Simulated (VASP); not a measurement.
# Rh (Fm-3m) in VASP: a series of runs, part 3 of 3

VASP 6.6.1.

## (5) Single point, LDA

The input, INCAR:

```
SYSTEM = Rh
PREC     = Accurate       ! precision mode
ENCUT    = 520            ! plane-wave cutoff, eV
EDIFF    = 1E-7           ! SCF threshold, eV
ISMEAR   = 0              ! smearing method
SIGMA    = 0.05           ! smearing width, eV
LREAL    = .FALSE.        ! projectors in reciprocal space
LASPH    = .TRUE.         ! aspherical terms in the spheres
NELM     = 80             ! most SCF steps
ALGO     = Normal         ! electronic algorithm
ISIF     = 2              ! what is computed and relaxed
LWAVE    = .FALSE.        ! write WAVECAR
LCHARG   = .FALSE.        ! write CHGCAR
GGA      = CA             ! functional
NBANDS   = 14             ! bands
```

The input, KPOINTS:

```
Automatic mesh
0
G
  12 12 12
  0 0 0
```

The input, POSCAR:

```
Rh
2.684
    0.000000000000      0.707097615499      0.707097615499
    0.707097615499      0.000000000000      0.707097615499
    0.707097615499      0.707097615499      0.000000000000
Rh
1
Direct
    0.0000000000      0.0000000000      0.0000000000
```

Potentials or basis: VASP PAW LDA potentials, release 64 (Rh_pv).

Launch:

```bash
> cat potpaw_LDA.64/Rh_pv/POTCAR > POTCAR
> mpirun -np 1 vasp_std > vasp.out
```

OUTCAR:

```text
SYSTEM = Rh
   PREC = Accurate
   ENCUT = 520
   EDIFF = 1E-7
   ISMEAR = 0
   LREAL = .FALSE.
   LASPH = .TRUE.
   NELM = 80
   ISIF = 2
   GGA = CA

 ion  position               nearest neighbor table
   1  0.000  0.000  0.000-

  LATTYP: Found a face centered cubic cell.
 ALAT       =     3.7957000000

  Lattice vectors:

 A1 = (   0.0000000000,   1.8978500000,   1.8978500000)
 A2 = (   1.8978500000,   0.0000000000,   1.8978500000)
 A3 = (   1.8978500000,   1.8978500000,   0.0000000000)

Analysis of symmetry for initial positions (statically):
=====================================================================
 Subroutine PRICEL returns:
 Original cell was already a primitive cell.

 Routine SETGRP: Setting up the symmetry group for a
 face centered cubic supercell.

 Subroutine GETGRP returns: Found 48 space group operations
 (whereof 48 operations were pure point group operations)
 out of a pool of 48 trial point group operations.

The static configuration has the point symmetry O_h .

Analysis of symmetry for dynamics (positions and initial velocities):
=====================================================================
 Subroutine PRICEL returns:
 Original cell was already a primitive cell.

 Routine SETGRP: Setting up the symmetry group for a
 face centered cubic supercell.

 Subroutine GETGRP returns: Found 48 space group operations
 (whereof 48 operations were pure point group operations)
 out of a pool of 48 trial point group operations.

The dynamic configuration has the point symmetry O_h .

 Subroutine INISYM returns: Found 48 space group operations
 (whereof 48 operations are pure point group operations),
 and found     1 'primitive' translations

----------------------------------------------------------------------------------------

                                     Primitive cell

  volume of cell :      13.6715

  direct lattice vectors                    reciprocal lattice vectors
[... 139 lines left out ...]
   IVDW    =     0    specifies the selected vdW correction
   LEPSILON=     F    determine dielectric tensor
   LRPA    =     F    only Hartree local field effects (RPA)
 non-spin polarized calculation
 Gauss-broadening in eV      SIGMA  =   0.05
  energy-cutoff  :      520.00
  volume of cell :       13.67
 maximum number of plane-waves:       380
   NGX =  9   NGY =  9   NGZ =  9

 number of electron      15.0000007 magnetization

 Free energy of the ion-electron system (eV)
  ---------------------------------------------------
  ext. energy  EPLUGINS =         0.00000000
  ---------------------------------------------------
  free energy    TOTEN  =        -8.67672894 eV

  energy without entropy =       -8.67504636  energy(sigma->0) =       -8.67588765

 E-fermi :  11.8528     XC(G=0): -14.3902

 val. band max:       11.7347854774   @ k =   0.3333   0.0833   0.0000
 cond. band min:      11.8608436340   @ k =   0.3333   0.1667   0.0000
 fundamental gap:      0.1260581566
 Fermi energy:        11.8527548146

 k-point     1 :       0.0000    0.0000    0.0000
  band No.  band energies     occupation
      1     -34.3832      2.00000
      2     -34.3832      2.00000
      3     -34.3832      2.00000
      4       3.7430      2.00000
      5       8.6638      2.00000
      6       8.6638      2.00000
      7       8.6638      2.00000
      8      10.8053      2.00000
      9      10.8053      2.00000
     10      27.7618      0.00000
     11      32.1020      0.00000
     12      33.1969      0.00000
     13      33.1969      0.00000
     14      33.1969      0.00000
[... 649 lines left out ...]
      1     -35.0534      2.00000
      2     -34.6435      2.00000
      3     -34.6435      2.00000
      4       5.6090      2.00000
      5       5.9230      2.00000
      6      12.2506      0.00000
      7      12.3683      0.00000
      8      12.3683      0.00000
      9      13.6870      0.00000
     10      25.7481      0.00000
     11      25.8764      0.00000
     12      25.8764      0.00000
     13      32.0945      0.00000
     14      34.6602      0.00000

 [... further k-points ...]

------------------------ aborting loop because EDIFF is reached ----------------------------------------

  FORCE on cell =-STRESS in cart. coord.  units (eV):
  Direction    XX          YY          ZZ          XY          YZ          ZX
  --------------------------------------------------------------------------------------
  -------------------------------------------------------------------------------------
  Total       -0.7805569     -0.7805569     -0.7805569     -0.0000000     -0.0000000      0.0000000
  in kB      -91.4743897    -91.4743897    -91.4743897     -0.0000000     -0.0000000      0.0000000
  external PRESSURE =     -91.4743897 kB  Pullay stress =       0.0000000 kB

 VOLUME and BASIS-vectors are now :
 -----------------------------------------------------------------------------
  energy-cutoff  :      520.00
  volume of cell :       13.67
      direct lattice vectors                 reciprocal lattice vectors
     0.000000000  1.897850000  1.897850000    -0.263456016  0.263456016  0.263456016
     1.897850000  0.000000000  1.897850000     0.263456016 -0.263456016  0.263456016
     1.897850000  1.897850000  0.000000000     0.263456016  0.263456016 -0.263456016

 POSITION                                       TOTAL-FORCE (eV/Angst)
 -----------------------------------------------------------------------------------
      0.00000      0.00000      0.00000        -0.000000     -0.000000     -0.000000
 -----------------------------------------------------------------------------------
    total drift:                                0.000000      0.000000      0.000000

  FREE ENERGIE OF THE ION-ELECTRON SYSTEM (eV)
  ---------------------------------------------------
  free  energy   TOTEN  =        -8.6767289377 eV

  energy  without entropy=       -8.6750463593  energy(sigma->0) =       -8.67588765
```

OSZICAR:

```text
N       E                     dE             d eps       ncg     rms          rms(c)
DAV:   1     0.118786891588E+03    0.11879E+03   -0.89559E+03  2038   0.116E+03
DAV:   2    -0.758088760821E+01   -0.12637E+03   -0.12025E+03  2214   0.341E+02
DAV:   3    -0.925622754861E+01   -0.16753E+01   -0.16724E+01  2382   0.426E+01
DAV:   4    -0.926258032988E+01   -0.63528E-02   -0.63526E-02  2316   0.267E+00
DAV:   5    -0.926263554976E+01   -0.55220E-04   -0.55221E-04  2346   0.220E-01    0.107E+01
DAV:   6    -0.870308913955E+01    0.55955E+00   -0.91110E-01  2130   0.133E+01    0.349E+00
DAV:   7    -0.868215977829E+01    0.20929E-01   -0.15343E-02  2244   0.151E+00    0.167E+00
DAV:   8    -0.867687394350E+01    0.52858E-02   -0.42794E-03  2166   0.911E-01    0.192E-01
DAV:   9    -0.867672272931E+01    0.15121E-03   -0.13871E-04  2130   0.165E-01    0.360E-02
DAV:  10    -0.867672900671E+01   -0.62774E-05   -0.24316E-06  2274   0.178E-02    0.303E-03
DAV:  11    -0.867672893775E+01    0.68961E-07   -0.19275E-07  1904   0.613E-03
   1 F= -.86767289E+01 E0= -.86758876E+01  d E =-.168258E-02
```

Wall time 6.9 s (1 thread of Intel Xeon Platinum 8488C (Sapphire Rapids), shared host); peak memory 0.12 GiB.

Results:

```yaml
Free_energy: -8.6767 eV
Pressure: -9.1 GPa
Band_gap_on_the_k_mesh: none (metal or under the smearing width)
```

Levels at points of the mesh, in eV from the Fermi level:
| k point | band 5 | band 6 | band 7 | band 8 | band 9 | band 10 |
| --- | --- | --- | --- | --- | --- | --- |
| (0.00, 0.00, 0.00) | -3.19 | -3.19 | -3.19 | -1.05 | -1.05 | 15.91 |
| (0.50, 0.00, 0.00) | -3.26 | -3.26 | 0.53 | 0.53 | 0.65 | 8.59 |
| (0.50, 0.50, 0.00) | -6.09 | 0.51 | 0.95 | 0.95 | 3.17 | 12.26 |

## (6) The reference run

An earlier run on the cell as given: functional PBEsol; potentials or basis VASP PAW PBE potentials, release 64 (Rh_pv); cutoff 520 eV; k mesh 12 × 12 × 12; occupations fermi-dirac, width 0.05 eV; no spin polarisation.

- Pressure: -3.8 GPa
- Band gap on the k mesh: none (metal or under the smearing width)

## (7) Summary

```tsv
task	level	potentials or basis	cell	k mesh	cutoff (eV)	smearing	ladder	gap on the mesh (eV)	pressure (GPa)	relaxed volume (Å³/atom)
electrostatic potential	PBE+D3	VASP PAW PBE potentials, release 64 (Rh_pv)	cell strained at random at fixed volume	12 × 12 × 12	520	gaussian 0.01 eV	-	none	-0.7	-
relaxation of cell and atoms	r2SCAN	VASP PAW PBE potentials, release 64 (Rh_pv)	relaxed	10 × 10 × 10	600	fermi-dirac 0.05 eV	gaps	none	0.0	13.77
relaxation of cell and atoms	LDA	VASP PAW LDA potentials, release 64 (Rh_pv)	relaxed	10 × 10 × 10	600	fermi-dirac 0.05 eV	gaps	none	0.0	13.26
single point	LDA	VASP PAW LDA potentials, release 64 (Rh_pv)	as given	12 × 12 × 12	520	gaussian 0.05 eV	-	none	-9.1	-
single point	PBEsol	VASP PAW PBE potentials, release 64 (Rh_pv)	as given	12 × 12 × 12	520	fermi-dirac 0.05 eV	free	none	-3.8	-
```

Alike in all rows: no spin polarisation.

Caveats: the PAW data sets were made with another functional, which shifts forces and pressure a little (some runs); pairwise dispersion overbinds metals, which lowers pressure and volume (some runs).

Total energies depend on the potentials used, so only differences within one code and one set of settings carry meaning.
